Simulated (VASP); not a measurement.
# Na (P6_3/mmc) in VASP: a series of runs

The runs below take Na through single point, with PBEsol.

Everything below comes from runs of VASP 6.6.1. Logs are shortened: lines on timing, memory, paths and dates and some standing lists are left out, and cuts for length are marked.

## (1) The structure

Symmetry: P6_3/mmc, No. 194, hexagonal system. Conventional cell: a = 3.598 Å, b = 3.598 Å, c = 6.142 Å, α = 90.00°, β = 90.00°, γ = 120.00°. Na (site symmetry -6m2) is surrounded by 12 Na at 3.60 to 3.71 Å.

This isn't the form of Na at room conditions, which is bcc.

## (2) Single point, PBEsol

INCAR

```
  PREC = Accurate
  ENCUT = 520
  EDIFF = 1E-6
  ISMEAR = 0
  SIGMA = 0.1
  LREAL = False
  LASPH = True
  NELM = 100
  ALGO = Fast
  ISIF = 2
  LWAVE = False
  LCHARG = True
  GGA = PS
  LELF = True
  LVHAR = True
  NBANDS = 14
```

KPOINTS

```
regular mesh
0
Gamma
  12 12 6
```

POSCAR

```
Na
1.0
    3.5976028895      0.0000000000      0.0000000000
   -1.7988014447      3.1156154950      0.0000000000
    0.0000000000      0.0000000000      6.1424511016
Na
2
Direct
    0.3333333333      0.6666666667      0.2500000000
    0.6666666667      0.3333333333      0.7500000000
```

Potentials or basis: VASP PAW PBE potentials, release 64 (Na_pv).

Command:

```sh
> cat potpaw_PBE.64/Na_pv/POTCAR > POTCAR
> mpirun -np 1 vasp_std > vasp.out
```

OUTCAR:

```text
PREC = Accurate
   ENCUT = 520
   EDIFF = 1E-6
   ISMEAR = 0
   LREAL = False
   LASPH = True
   NELM = 100
   ISIF = 2
   GGA = PS

 ion  position               nearest neighbor table
   1  0.333  0.667  0.250-
   2  0.667  0.333  0.750-

  LATTYP: Found a hexagonal cell.
 ALAT       =     3.5976028895
 C/A-ratio  =     1.7073732956

  Lattice vectors:

 A1 = (   3.5976028895,   0.0000000000,   0.0000000000)
 A2 = (  -1.7988014447,   3.1156154950,   0.0000000000)
 A3 = (   0.0000000000,   0.0000000000,   6.1424511016)

Analysis of symmetry for initial positions (statically):
=====================================================================
 Subroutine PRICEL returns:
 Original cell was already a primitive cell.

 Routine SETGRP: Setting up the symmetry group for a
 hexagonal supercell.

 Subroutine GETGRP returns: Found 24 space group operations
 (whereof 12 operations were pure point group operations)
 out of a pool of 24 trial point group operations.

The static configuration has the point symmetry D_3d.
 The point group associated with its full space group is D_6h.

Analysis of symmetry for dynamics (positions and initial velocities):
=====================================================================
 Subroutine PRICEL returns:
 Original cell was already a primitive cell.

 Routine SETGRP: Setting up the symmetry group for a
 hexagonal supercell.

 Subroutine GETGRP returns: Found 24 space group operations
 (whereof 12 operations were pure point group operations)
 out of a pool of 24 trial point group operations.

The dynamic configuration has the point symmetry D_3d.
 The point group associated with its full space group is D_6h.

 Subroutine INISYM returns: Found 24 space group operations
 (whereof 12 operations are pure point group operations),
 and found     1 'primitive' translations

----------------------------------------------------------------------------------------

                                     Primitive cell

  volume of cell :      68.8492

  direct lattice vectors                    reciprocal lattice vectors
     3.597602890  0.000000000  0.000000000     0.277962863  0.160481934  0.000000000
    -1.798801445  3.115615495  0.000000000     0.000000000  0.320963868  0.000000000
     0.000000000  0.000000000  6.142451102     0.000000000  0.000000000  0.162801459

  length of vectors
     3.597602890  3.597602889  6.142451102     0.320963868  0.320963868  0.162801459

  position of ions in fractional coordinates (direct lattice)
     0.333333333  0.666666667  0.250000000
     0.666666667  0.333333333  0.750000000

  ion indices of the primitive-cell ions
   primitive index   ion index
                 1           1
                 2           2

----------------------------------------------------------------------------------------

 KPOINTS: regular mesh

Automatic generation of k-mesh.
 Grid dimensions read from file:
 generate k-points for:   12   12    6

 Generating k-lattice:

  Cartesian coordinates                     Fractional coordinates (reciprocal lattice)
     0.023163572  0.013373494  0.000000000     0.083333333  0.000000000  0.000000000
     0.000000000  0.026746989  0.000000000     0.000000000  0.083333333  0.000000000
     0.000000000  0.000000000  0.027133576     0.000000000  0.000000000  0.166666667

  Length of vectors
     0.026746989  0.026746989  0.027133576

  Shift w.r.t. Gamma in fractional coordinates (k-lattice)
     0.000000000  0.000000000  0.000000000

 Subroutine IBZKPT returns following result:
 ===========================================

 Found     76 irreducible k-points:

 Following reciprocal coordinates:
            Coordinates               Weight
  0.000000  0.000000  0.000000      1.000000
  0.083333  0.000000  0.000000      6.000000
  0.166667 -0.000000  0.000000      6.000000
  0.250000 -0.000000  0.000000      6.000000
  0.333333 -0.000000  0.000000      6.000000
  0.416667 -0.000000  0.000000      6.000000
[... 16 lines left out ...]
  0.250000 -0.000000  0.166667     12.000000
  0.333333 -0.000000  0.166667     12.000000
 [... further k-points ...]
   k-points           NKPTS =     76   k-points in BZ     NKDIM =     76   number of bands    NBANDS=     14
   number of dos      NEDOS =    301   number of ions     NIONS =      2
   total plane-waves  NPLWV =  37632
   dimension x,y,z NGX =    28 NGY =   28 NGZ =   48
   dimension x,y,z NGXF=    56 NGYF=   56 NGZF=   96
   ions per type =               2
   NGX,Y,Z   is equivalent  to a cutoff of  12.94, 12.94, 12.99 a.u.
   NGXF,Y,Z  is equivalent  to a cutoff of  25.88, 25.88, 25.98 a.u.
 SYSTEM =  unknown system
   PREC   = accura    normal or accurate (medium, high low for compatibility)
   ISTART =      0    job   : 0-new  1-cont  2-samecut
   ICHARG =      2    charge: 1-file 2-atom 10-const
   ISPIN  =      1    spin polarized calculation?
   LNONCOLLINEAR =      F non collinear calculations
   LSORBIT =      F    spin-orbit coupling
   LASPH  =      T    aspherical Exc in radial PAW
   ENCUT  =  520.0 eV  38.22 Ry    6.18 a.u.   6.69  6.69 11.42*2*pi/ulx,y,z
   NELM   =    100;   NELMIN=  2; NELMDL= -5     # of ELM steps
   EDIFF  = 0.1E-05   stopping-criterion for ELM
   LREAL  =      F    real-space projection
   EDIFFG = 0.1E-04   stopping-criterion for IOM
   NSW    =      0    number of steps for IOM
   IBRION =     -1    ionic relax: 0-MD 1-quasi-New 2-CG
   NFREE  =      0    steps in history (QN), initial steepest desc. (CG)
   ISIF   =      2    stress and relaxation
   ISYM   =      2    0-nonsym 1-usesym 2-fastsym
   POTIM  = 0.5000    time-step for ionic-motion
   TEBEG  =    0.0;   TEEND  =   0.0 temperature during run
   PSTRESS=    0.0 pullay stress
   NELECT =      14.0000    total number of electrons
   NUPDOWN=      -1.0000    fix difference up-down
   EMIN   =  10.00;   EMAX   =-10.00  energy-range for DOS
   EFERMI =   0.00;   METHOD = LEGACY
   ISMEAR =     0;   SIGMA  =   0.10  broadening in eV -4-tet -1-fermi 0-gaus
   EFERMI_NEDOS =   21; number of points for ismear=-14 and -15
   IALGO  =     68    algorithm
   IMIX   =      4    mixing-type and parameters
     AMIX     =   0.40;   BMIX     =  1.00
     AMIX_MAG =   1.60;   BMIX_MAG =  1.00
  volume/ion in A,a.u.               =      34.42       232.31
  Fermi-wavevector in a.u.,A,eV,Ry     =   0.962686  1.819212 12.609390  0.926764
  Thomas-Fermi vector in A             =   2.092166
   LORBIT       =      0    0 simple, 1 ext, 2 COOP (PROOUT), +10 PAW based schemes
   GGA     = PS    functional components
   LHFCALC =     F    Hartree Fock is set to
   AEXX    =    0.0000 exact exchange contribution
   IVDW    =     0    specifies the selected vdW correction
   LEPSILON=     F    determine dielectric tensor
   LRPA    =     F    only Hartree local field effects (RPA)
 non-spin polarized calculation
 RMM-DIIS sequential band-by-band and
 Gauss-broadening in eV      SIGMA  =   0.10
  energy-cutoff  :      520.00
  volume of cell :       68.85
 maximum number of plane-waves:      1882
 NGX is ok and might be reduce to    28
   NGX = 13   NGY = 13   NGZ = 23

 number of electron      14.0000007 magnetization

 Free energy of the ion-electron system (eV)
  ---------------------------------------------------
  ext. energy  EPLUGINS =         0.00000000
  ---------------------------------------------------
  free energy    TOTEN  =        -2.79438324 eV

  energy without entropy =       -2.78955249  energy(sigma->0) =       -2.79196786

 E-fermi :   0.4975     XC(G=0):  -6.6995

 val. band max:        0.4374316389   @ k =   0.2500   0.2500   0.3333
 cond. band min:       0.5287183746   @ k =   0.4167   0.0833   0.1667
 fundamental gap:      0.0912867357
 Fermi energy:         0.4975096250

 k-point     1 :       0.0000    0.0000    0.0000
  band No.  band energies     occupation
      1     -24.2462      2.00000
      2     -24.2108      2.00000
      3     -24.2108      2.00000
      4     -24.2059      2.00000
      5     -24.2059      2.00000
      6     -24.2051      2.00000
      7      -2.9153      2.00000
      8       0.8720      0.00000
      9       1.2967      0.00000
     10      11.2087      0.00000
     11      11.3078      0.00000
     12      11.3078      0.00000
     13      11.8126      0.00000
     14      11.8126      0.00000

 k-point     2 :       0.0833    0.0000    0.0000
  band No.  band energies     occupation
      1     -24.2451      2.00000
      2     -24.2135      2.00000
      3     -24.2116      2.00000
      4     -24.2087      2.00000
      5     -24.2065      2.00000
      6     -24.2054      2.00000
      7      -2.8037      2.00000
      8       0.9702      0.00000
      9       1.4056      0.00000
     10       9.5237      0.00000
     11      10.5759      0.00000
     12      10.9087      0.00000
     13      11.7559      0.00000
     14      12.6145      0.00000

 k-point     3 :       0.1667   -0.0000    0.0000
  band No.  band energies     occupation
      1     -24.2422      2.00000
      2     -24.2210      2.00000
      3     -24.2163      2.00000
      4     -24.2138      2.00000
      5     -24.2079      2.00000
      6     -24.2062      2.00000
      7      -2.4705      2.00000
      8       1.2651      0.00000
      9       1.7272      0.00000
     10       7.5309      0.00000
     11       9.7947      0.00000
     12       9.8135      0.00000
     13      10.8700      0.00000
     14      11.6333      0.00000
[... 324 lines left out ...]
 k-point    23 :       0.2500   -0.0000    0.1667
  band No.  band energies     occupation
      1     -24.2379      2.00000
      2     -24.2294      2.00000
      3     -24.2271      2.00000
      4     -24.2162      2.00000
      5     -24.2103      2.00000
      6     -24.2088      2.00000
      7      -1.8080      2.00000
      8       0.8098      0.00001
      9       3.3671      0.00000
     10       5.7933      0.00000
     11       7.9488      0.00000
     12       9.2695      0.00000
     13       9.4075      0.00000
     14      10.7374      0.00000

 k-point    24 :       0.3333   -0.0000    0.1667
  band No.  band energies     occupation
      1     -24.2430      2.00000
      2     -24.2377      2.00000
      3     -24.2295      2.00000
      4     -24.2190      2.00000
      5     -24.2124      2.00000
      6     -24.2104      2.00000
      7      -1.0503      2.00000
      8       1.5196      0.00000
      9       3.6771      0.00000
     10       4.4910      0.00000
     11       6.3627      0.00000
     12       8.3660      0.00000
     13       8.8271      0.00000
     14      10.2538      0.00000

 [... further k-points ...]

------------------------ aborting loop because EDIFF is reached ----------------------------------------

  FORCE on cell =-STRESS in cart. coord.  units (eV):
  Direction    XX          YY          ZZ          XY          YZ          ZX
  --------------------------------------------------------------------------------------
  -------------------------------------------------------------------------------------
  Total        0.3425816      0.3425816      0.0186224      0.0000000     -0.0000000     -0.0000000
  in kB        7.9721568      7.9721568      0.4333577      0.0000000     -0.0000000     -0.0000000
  external PRESSURE =       5.4592238 kB  Pullay stress =       0.0000000 kB

 VOLUME and BASIS-vectors are now :
 -----------------------------------------------------------------------------
  energy-cutoff  :      520.00
  volume of cell :       68.85
      direct lattice vectors                 reciprocal lattice vectors
     3.597602890  0.000000000  0.000000000     0.277962863  0.160481934  0.000000000
    -1.798801445  3.115615495  0.000000000     0.000000000  0.320963868  0.000000000
     0.000000000  0.000000000  6.142451102     0.000000000  0.000000000  0.162801459

 POSITION                                       TOTAL-FORCE (eV/Angst)
 -----------------------------------------------------------------------------------
     -0.00000      2.07708      1.53561         0.000000     -0.000000      0.000000
      1.79880      1.03854      4.60684        -0.000000      0.000000     -0.000000
 -----------------------------------------------------------------------------------
    total drift:                               -0.000000      0.000000      0.000000

  FREE ENERGIE OF THE ION-ELECTRON SYSTEM (eV)
  ---------------------------------------------------
  free  energy   TOTEN  =        -2.7943832387 eV

  energy  without entropy=       -2.7895524892  energy(sigma->0) =       -2.79196786
```

Wall time 26 s (1 thread of Intel Xeon 6975P-C (Granite Rapids), shared host); peak memory 0.2 GiB.

What came out:

```
Free energy            : -2.7944 eV
Pressure               : 0.5 GPa
Band gap on the k mesh : none (metal or under the smearing width)
```

Levels at points of the mesh, in eV from the Fermi level:
```tsv
k point	band 5	band 6	band 7	band 8	band 9	band 10
(0.00, 0.00, 0.00)	-24.70	-24.70	-3.41	0.37	0.80	10.71
(0.50, 0.00, 0.00)	-24.71	-24.71	0.36	0.54	3.90	4.00
(0.00, 0.00, 0.50)	-24.71	-24.71	-2.39	-2.39	5.30	5.30
(0.50, 0.00, 0.50)	-24.71	-24.71	1.16	1.16	1.72	1.72
```

Caveat: the PAW data sets were made with another functional, which shifts forces and pressure a little.

## (3) Single point, PBEsol

This run uses another cell than the first one, of 35.36 Å³/atom, 1.027 times its volume.

INCAR

```
SYSTEM = Na
ALGO = Fast
EDIFF = 1E-6
ENCUT = 520
GGA = PS
ISIF = 2
ISMEAR = 0
LASPH = .True.
LCHARG = .False.
LREAL = .False.
LWAVE = .False.
NBANDS = 14
NELM = 100
PREC = Accurate
SIGMA = 0.1
```

KPOINTS

```
k-points
0
Gamma
  12 12 6
  0 0 0
```

Changes to POSCAR since step 2:

```diff
@@ -4,3 +4,3 @@
    -1.7988014447      3.1156154950      0.0000000000
-    0.0000000000      0.0000000000      6.1424511016
+    0.0000000000      0.0000000000      6.3092969149
 Na
```

Potentials or basis: VASP PAW PBE potentials, release 64 (Na_pv).

Command:

```sh
> cat potpaw_PBE.64/Na_pv/POTCAR > POTCAR
> mpirun -np 1 vasp_std > vasp.out
```

Wall time 24 s (1 thread of Intel Xeon 6975P-C (Granite Rapids), shared host); peak memory 0.2 GiB.

It converged, with:

| Item | Value |
| --- | --- |
| Free energy | -2.7914 eV |
| Pressure | 0.2 GPa |
| Band gap on the k mesh | none (metal or under the smearing width) |

Stress tensor (GPa, compression positive):
```
 0.61  0.00  0.00
 0.00  0.61  0.00
 0.00  0.00 -0.48
```

Levels at points of the mesh, in eV from the Fermi level:
```tsv
k point	band 5	band 6	band 7	band 8	band 9	band 10
(0.00, 0.00, 0.00)	-24.74	-24.74	-3.37	0.26	0.60	10.27
(0.50, 0.00, 0.00)	-24.75	-24.74	0.40	0.59	3.80	3.89
(0.00, 0.00, 0.50)	-24.74	-24.74	-2.40	-2.40	4.92	4.92
(0.50, 0.00, 0.50)	-24.74	-24.74	1.16	1.16	1.71	1.71
```

Caveat: the PAW data sets were made with another functional, which shifts forces and pressure a little.
